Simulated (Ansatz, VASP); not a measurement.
## Cross-check of In6WO12 (In6WO12 (R-3)) between VASP and Ansatz

Aim: how closely do two programs agree when they are given the same cell, functional and k mesh? The two relaxations start from unlike cells of this crystal (the structure described is Ansatz's start), so only their ends are compared.

Method: plane waves, with VASP 6.6.1 beside it; relaxation of cell and atoms at LDA, in Ansatz 0.2.0.

## (1) Starting point

Symmetry: R-3, No. 148, trigonal system. The conventional cell has a = 9.535 Å, b = 9.535 Å, c = 8.969 Å, α = 90.00°, β = 90.00°, γ = 120.00°. Nearest to In lie 6 O at 2.08 to 2.29 Å. Nearest to W lie 6 O at 1.93 Å. Nearest to O lie 4 In at 2.08 to 2.26 Å. Nearest to O lie 1 W at 1.93 Å and 2 In at 2.22 to 2.29 Å. Farther neighbours and most contacts between anions are not listed.

## (2) VASP: relaxation of cell and atoms, LDA

The relaxed volume is the usual yardstick between codes: in a stiff, nearly cubic crystal its relative difference is about their pressure difference at one cell divided by the bulk modulus.

Lines of VASP's logs that name or quote its potential files are left out, and so is its time.

Contents of INCAR:

```
SYSTEM = In6WO12
PREC = Accurate
ENCUT = 600
EDIFF = 1E-07
NELM = 120
ISMEAR = 0
SIGMA = 0.01
LREAL = .FALSE.
ALGO = Normal
GGA = PW92
NBANDS = 97
LASPH = .TRUE.
LORBIT = 11
LWAVE = .FALSE.
LCHARG = .FALSE.
ISIF = 3
IBRION = 2
NSW = 80
EDIFFG = -0.005
GGA_COMPAT = .FALSE.
NELMIN = 4
EFERMI = MIDGAP
KPAR = 4
```

Contents of POSCAR:

```
In6WO12
1.0
    4.7177955569      2.7238201389      2.9552392789
   -4.7177955501      2.7238201508      2.9552392789
   -0.0000000069     -5.4476412678      2.9552392683
In W O
6 1 12
Direct
    0.1397207640      0.3224709398      0.6056240789
    0.3224709398      0.6056240789      0.1397207640
    0.6056240789      0.1397207640      0.3224709398
    0.8602792360      0.6775290602      0.3943759210
    0.6775290602      0.3943759210      0.8602792360
    0.3943759210      0.8602792360      0.6775290602
    0.0000000000      0.0000000000      0.0000000000
    0.4066857183      0.5857197491      0.8241046934
    0.5857197491      0.8241046934      0.4066857183
    0.8241046934      0.4066857183      0.5857197491
    0.5933142817      0.4142802509      0.1758953066
    0.4142802509      0.1758953066      0.5933142817
    0.1758953066      0.5933142817      0.4142802509
    0.9584694897      0.1018337868      0.2972180502
    0.7027819498      0.0415305103      0.8981662132
    0.8981662132      0.7027819498      0.0415305103
    0.0415305103      0.8981662132      0.7027819498
    0.2972180502      0.9584694897      0.1018337868
    0.1018337868      0.2972180502      0.9584694897
```

Contents of KPOINTS:

```
Automatic mesh
0
Gamma
5 5 5
0 0 0
```

The projector-augmented-wave data sets are In_d, W and O (LDA family, release 64).

Command:

```bash
> mpirun -np 4 vasp_std
```

Numbers of over 12 decimals in the logs are rounded to 6 here.

Output:

```text
[banner, memory and clock lines left out]
running    4 mpi-ranks, on    1 nodes
 distrk:  each k-point on    1 cores,    4 groups
 distr:  one band on    1 cores,    1 groups

 POSCAR found type information on POSCAR InW O
 POSCAR found :  3 types and      19 ions
|                                                                             |
|               ----> ADVICE to this user running VASP <----                  |
|                                                                             |
|     You have a (more or less) 'large supercell' and for larger cells it     |
|     might be more efficient to use real-space projection operators.         |
|     Therefore, try LREAL= Auto in the INCAR file.                           |
|     Mind: For very accurate calculation, you might also keep the            |
|     reciprocal projection scheme (i.e. LREAL=.FALSE.).                      |
|                                                                             |

|                                                                             |
|               ----> ADVICE to this user running VASP <----                  |
|                                                                             |
|     You enforced a specific xc type in the INCAR file but a different       |
|     [... a line on the potential file left out ...]
|     I HOPE YOU KNOW WHAT YOU ARE DOING!                                     |
|                                                                             |

 LDA part: xc-table for (Slater(with rela. corr.)+PW92), standard interpolation
 POSCAR, INCAR and KPOINTS ok, starting setup
 FFT: planning ... GRIDC
 FFT: planning ... GRID_SOFT
 FFT: planning ... GRID
 WAVECAR not read
 entering main loop
       N       E                     dE             d eps       ncg     rms          rms(c)
DAV:   1     0.262774956915E+04    0.26277E+04   -0.74534E+04  4638   0.246E+03
DAV:   2     0.516177185684E+03   -0.21116E+04   -0.19976E+04  4566   0.730E+02
DAV:   3    -0.868112041319E+02   -0.60299E+03   -0.56859E+03  4848   0.312E+02
DAV:   4    -0.158294101297E+03   -0.71483E+02   -0.70300E+02  6004   0.116E+02
DAV:   5    -0.160195863023E+03   -0.19018E+01   -0.18933E+01  5916   0.214E+01    0.588E+01
DAV:   6    -0.136223352975E+03    0.23973E+02   -0.97524E+01  6900   0.632E+01    0.241E+01
DAV:   7    -0.135978792863E+03    0.24456E+00   -0.11024E+01  5244   0.138E+01    0.181E+01
DAV:   8    -0.135692593072E+03    0.28620E+00   -0.94924E-01  6092   0.493E+00    0.483E+00
DAV:   9    -0.135636716932E+03    0.55876E-01   -0.10748E-01  6172   0.217E+00    0.341E+00
DAV:  10    -0.135623993129E+03    0.12724E-01   -0.31699E-02  6268   0.939E-01    0.135E+00
DAV:  11    -0.135621281055E+03    0.27121E-02   -0.11200E-02  6251   0.694E-01    0.658E-01
DAV:  12    -0.135621392493E+03   -0.11144E-03   -0.20052E-03  5396   0.172E-01    0.425E-01
DAV:  13    -0.135621328559E+03    0.63934E-04   -0.21541E-04  6970   0.830E-02    0.307E-01
DAV:  14    -0.135621342422E+03   -0.13863E-04   -0.17929E-04  5500   0.509E-02    0.725E-02
DAV:  15    -0.135621332663E+03    0.97587E-05   -0.24415E-05  6364   0.325E-02    0.531E-02
DAV:  16    -0.135621332399E+03    0.26430E-06   -0.10076E-05  5404   0.116E-02    0.293E-02
DAV:  17    -0.135621332367E+03    0.31905E-07   -0.42955E-07  4500   0.360E-03
   1 F= -.13562133E+03 E0= -.13562133E+03  d E =-.135621E+03
 curvature:   0.00 expect dE= 0.000E+00 dE for cont linesearch  0.000E+00
 trial: gam= 0.00000 g(F)=  0.476E-05 g(S)=  0.410E-04 ort = 0.000E+00 (trialstep = 0.100E+01)
 search vector abs. value=  0.457E-04
 bond charge predicted
       N       E                     dE             d eps       ncg     rms          rms(c)
DAV:   1    -0.135621477849E+03   -0.14545E-03   -0.68208E-03  5654   0.432E-01    0.812E-02
DAV:   2    -0.135621395781E+03    0.82068E-04   -0.39427E-04  6316   0.156E-01    0.347E-02
DAV:   3    -0.135621364716E+03    0.31065E-04   -0.54843E-05  6530   0.574E-02    0.151E-02
DAV:   4    -0.135621362004E+03    0.27126E-05   -0.19579E-05  6324   0.241E-02    0.770E-03
DAV:   5    -0.135621361887E+03    0.11639E-06   -0.22577E-06  5060   0.105E-02    0.451E-03
DAV:   6    -0.135621361861E+03    0.26455E-07   -0.42515E-07  4410   0.397E-03
   2 F= -.13562136E+03 E0= -.13562136E+03  d E =-.294941E-04
 trial-energy change:   -0.000029  1 .order   -0.000027   -0.000046   -0.000008
 step:   1.1568(harm=  1.2268)  dis= 0.00013  next Energy=  -135.621363 (dE=-0.302E-04)
 reached required accuracy - stopping structural energy minimisation
```

OUTCAR, selected parts (step 2):

```text
ion  position               nearest neighbor table
   1  0.140  0.322  0.606-  12 2.06  10 2.09  14 2.19  13 2.21   8 2.23  19 2.26  17 2.79   4 3.31
                             6 3.38   5 3.38   3 3.41   2 3.41   7 3.52   5 3.54   6 3.54   2 3.84
   2  0.322  0.606  0.140-  13 2.06   8 2.09  19 2.19  11 2.21   9 2.23  18 2.26  16 2.79   5 3.31
                             4 3.38   6 3.38   3 3.41   1 3.41   7 3.52   4 3.54   6 3.54   1 3.84
   3  0.606  0.140  0.322-  11 2.06   9 2.09  18 2.19  12 2.21  10 2.23  14 2.26  15 2.79   6 3.31
                             4 3.38   5 3.38   2 3.41   1 3.41   7 3.52   5 3.54   4 3.54   1 3.84
   4  0.860  0.678  0.394-   9 2.06  13 2.09  17 2.19  10 2.21  11 2.23  16 2.26  14 2.79   1 3.31
                             3 3.38   2 3.38   6 3.41   5 3.41   7 3.52   2 3.54   3 3.54   5 3.84
   5  0.678  0.394  0.860-  10 2.06  11 2.09  16 2.19   8 2.21  12 2.23  15 2.26  19 2.79   2 3.31
                             1 3.38   3 3.38   6 3.41   4 3.41   7 3.52   1 3.54   3 3.54   4 3.84
   6  0.394  0.860  0.678-   8 2.06  12 2.09  15 2.19   9 2.21  13 2.23  17 2.26  18 2.79   3 3.31
                             1 3.38   2 3.38   5 3.41   4 3.41   7 3.52   2 3.54   1 3.54   4 3.84
   7  0.000  0.000  0.000-  16 1.92  19 1.92  18 1.92  15 1.92  14 1.92  17 1.92   4 3.52   1 3.52
                             6 3.52   3 3.52   5 3.52   2 3.52
   8  0.407  0.586  0.824-   6 2.06   2 2.09   5 2.21   1 2.23
   9  0.586  0.824  0.407-   4 2.06   3 2.09   6 2.21   2 2.23
  10  0.824  0.407  0.586-   5 2.06   1 2.09   4 2.21   3 2.23
  11  0.593  0.414  0.176-   3 2.06   5 2.09   2 2.21   4 2.23
  12  0.414  0.176  0.593-   1 2.06   6 2.09   3 2.21   5 2.23
  13  0.176  0.593  0.414-   2 2.06   4 2.09   1 2.21   6 2.23
  14  0.958  0.102  0.297-   7 1.92   1 2.19   3 2.26   4 2.79
  15  0.703  0.042  0.898-   7 1.92   6 2.19   5 2.26   3 2.79
  16  0.898  0.703  0.042-   7 1.92   5 2.19   4 2.26   2 2.79
  17  0.042  0.898  0.703-   7 1.92   4 2.19   6 2.26   1 2.79
  18  0.297  0.958  0.102-   7 1.92   3 2.19   2 2.26   6 2.79
  19  0.102  0.297  0.958-   7 1.92   2 2.19   1 2.26   5 2.79

  LATTYP: Found a trigonal (rhomboedric) cell.
 ALAT       =     6.1975990928
 COS(alpha) =    -0.1589408729

 Subroutine GETGRP returns: Found  6 space group operations
 (whereof  6 operations were pure point group operations)

The static configuration has the point symmetry S_6 .

 Found     23 irreducible k-points:

   k-points           NKPTS =     23   k-points in BZ     NKDIM =     23   number of bands    NBANDS=     97

   dimension x,y,z NGX =    50 NGY =   50 NGZ =   50
   dimension x,y,z NGXF=   100 NGYF=  100 NGZF=  100

   ENCUT  =  600.0 eV  44.10 Ry    6.64 a.u.  12.38 12.38 12.38*2*pi/ulx,y,z

   NELECT =     156.0000    total number of electrons

 k-points in reciprocal lattice and weights: Automatic mesh
   0.00000000  0.00000000  0.00000000       0.008
   0.20000000  0.00000000  0.00000000       0.048
   0.40000000  0.00000000 -0.00000000       0.048
   0.20000000  0.20000000 -0.00000000       0.048
   0.40000000  0.20000000  0.00000000       0.048
  -0.40000000 -0.00000000 -0.20000000       0.048
  -0.40000000  0.20000000  0.00000000       0.048
   0.40000000  0.00000000 -0.20000000       0.048
  -0.20000000  0.20000000  0.00000000       0.048
[...]
0.40000000  0.40000000  0.40000000       0.016
  -0.40000000  0.40000000  0.40000000       0.048

 average (electrostatic) potential at core
       1 -92.9578       2 -92.9578       3 -92.9578       4 -92.9578       5 -92.9578
       6 -92.9578       7 -41.3795       8 -69.3522       9 -69.3522      10 -69.3522
      11 -69.3522      12 -69.3522      13 -69.3522      14 -69.3576      15 -69.3576
      16 -69.3576      17 -69.3576      18 -69.3576      19 -69.3576

 E-fermi :   6.2056

 k-point     1 :       0.0000    0.0000    0.0000
  band No.  band energies     occupation
    ...
     74       4.8557      2.00000
     75       4.8557      2.00000
     76       4.9455      2.00000
     77       4.9455      2.00000
     78       5.0692      2.00000
     79       7.3420      0.00000
     80       8.3010      0.00000
     81       8.3010      0.00000
     82       8.6393      0.00000
     83      11.3024      0.00000
    ...

 k-point     2 :       0.2000    0.0000    0.0000
  band No.  band energies     occupation
    ...
     74       4.7893      2.00000
     75       4.8724      2.00000
     76       4.8878      2.00000
     77       4.9163      2.00000
     78       5.0335      2.00000
     79       7.8650      0.00000
     80       8.2873      0.00000
     81       8.4611      0.00000
     82       8.5599      0.00000
     83      10.7765      0.00000
    ...

 k-point     3 :       0.4000    0.0000   -0.0000
  band No.  band energies     occupation
    ...
     74       4.7359      2.00000
     75       4.7714      2.00000
     76       4.8673      2.00000
     77       4.8846      2.00000
     78       5.0022      2.00000
     79       8.1626      0.00000
     80       8.4128      0.00000
     81       8.6523      0.00000
     82       8.9965      0.00000
     83      10.0447      0.00000
    ...

  Total       -0.0281699     -0.0281699      0.0146858      0.0000001     -0.0000000     -0.0000000
  in kB       -0.1980382     -0.1980382      0.1032433      0.0000004     -0.0000000     -0.0000000
  external PRESSURE =      -0.0976111 kB  Pullay stress =       0.0000000 kB

  energy-cutoff  :      600.00
  volume of cell :      227.90
      direct lattice vectors                 reciprocal lattice vectors
     4.717524830  2.723663837  2.956161872     0.105987784  0.061192076  0.112758830
    -4.717524825  2.723663845  2.956161872    -0.105987783  0.061192077  0.112758830
    -0.000000005 -5.447328660  2.956161862    -0.000000000 -0.122384154  0.112758810

 POSITION                                       TOTAL-FORCE (eV/Angst)
 -----------------------------------------------------------------------------------
     -0.86201     -2.04019      3.15666        -0.000764     -0.000840     -0.001045
     -1.33585      1.76662      3.15666        -0.000346      0.001082     -0.001045
      2.19786      0.27357      3.15666         0.001110     -0.000241     -0.001045
      0.86201      2.04019      5.71182         0.000764      0.000840      0.001045
      1.33585     -1.76662      5.71182         0.000346     -0.001082      0.001045
     -2.19786     -0.27357      5.71182        -0.001110      0.000241      0.001045
     -4.71752     -2.72366      5.91232         0.000000      0.000000      0.000000
     -0.84469     -1.78621      5.36984         0.000393     -0.002167     -0.002546
     -1.12456      1.62463      5.36984        -0.002073      0.000743     -0.002546
      1.96925      0.16158      5.36984         0.001680      0.001424     -0.002546
      0.84469      1.78621      3.49865        -0.000393      0.002167      0.002546
      1.12456     -1.62463      3.49865         0.002073     -0.000743      0.002546
     -1.96925     -0.16158      3.49865        -0.001680     -0.001424      0.002546
      4.04129      1.26892      4.01308         0.000676     -0.000217      0.000120
      3.11956     -2.86540      4.85541         0.000151     -0.000694     -0.000120
      0.92173      4.13432      4.85541         0.000526      0.000477     -0.000120
     -4.04129     -1.26892      4.85541        -0.000676      0.000217     -0.000120
     -3.11956      2.86540      4.01308        -0.000151      0.000694      0.000120
     -0.92173     -4.13432      4.01308        -0.000526     -0.000477      0.000120
 -----------------------------------------------------------------------------------
    total drift:                                0.000000      0.000000      0.000000

  FREE ENERGIE OF THE ION-ELECTRON SYSTEM (eV)
  ---------------------------------------------------
  free  energy   TOTEN  =      -135.6213618609 eV

  energy  without entropy=     -135.6213618609  energy(sigma->0) =     -135.62136186

 reached required accuracy - stopping structural energy minimisation

 total charge
# of ion       s       p       d       tot
------------------------------------------
    1        0.655   0.676  10.072  11.403
    2        0.655   0.676  10.072  11.403
    3        0.655   0.676  10.072  11.403
    4        0.655   0.676  10.072  11.403
    5        0.655   0.676  10.072  11.403
    6        0.655   0.676  10.072  11.403
    7        0.723   1.148   4.046   5.917
    8        1.551   3.460   0.000   5.012
    9        1.551   3.460   0.000   5.012
   10        1.551   3.460   0.000   5.012
   11        1.551   3.460   0.000   5.012
   12        1.551   3.460   0.000   5.012
   13        1.551   3.460   0.000   5.012
   14        1.554   3.461   0.000   5.015
   15        1.554   3.461   0.000   5.015
   16        1.554   3.461   0.000   5.015
   17        1.554   3.461   0.000   5.015
   18        1.554   3.461   0.000   5.015
   19        1.554   3.461   0.000   5.015
--------------------------------------------------
tot         23.286  46.731  64.478 134.495

[... 3 further parts left out ...]
```

CONTCAR:

```
In6WO12
   1.00000000000000
     4.7175248298316346    2.7236638370408857    2.9561618719183267
    -4.7175248252480841    2.7236638451019131    2.9561618719183596
    -0.0000000046835771   -5.4473286604926834    2.9561618615970828
  In              W               O
     6     1    12
Direct
     0.1397352243490863    0.3224611464249822    0.6056278574654854
     0.3224611464249822    0.6056278574654854    0.1397352243490863
     0.6056278574654854    0.1397352243490863    0.3224611464249822
     0.8602647756509136    0.6775388535750178    0.3943721424345129
     0.6775388535750178    0.3943721424345129    0.8602647756509136
     0.3943721424345129    0.8602647756509136    0.6775388535750178
     0.0000000000000000    1.0000000000000000    1.0000000000000000
     0.4066676690835715    0.5857215406633289    0.8241000035417064
     0.5857215406633289    0.8241000035417064    0.4066676690835715
     0.8241000035417064    0.4066676690835715    0.5857215406633289
     0.5933323309164285    0.4142784593366711    0.1758999964582936
     0.4142784593366711    0.1758999964582936    0.5933323309164285
     0.1758999964582936    0.5933323309164285    0.4142784593366711
     0.9584848544238127    0.1018301241257625    0.2972139190010647
     0.7027860809989354    0.0415151455761873    0.8981698758742375
     0.8981698758742375    0.7027860809989354    0.0415151455761873
     0.0415151455761873    0.8981698758742375    0.7027860809989354
     0.2972139190010647    0.9584848544238127    0.1018301241257625
     0.1018301241257625    0.2972139190010647    0.9584848544238127
```

This run has no spin polarisation, so a moment on W, if there is one, isn't seen. The run keeps the 6 symmetry operations of its start, so it cannot find a distortion of lower symmetry.

[end of part 1 of 2]

[Lines on the potential files, build, host, timing and source positions are cut from VASP's logs without a mark.]

[Logs are printed without paths, hosts, clocks, repeated set-up lines and the standing remarks that a program may print on its own settings, such as how far it seeks lower states.]

[Hosts, paths, dates, database ids (printed as entryN), source tags and the programs' standing remarks are cut or masked in the printed files.]
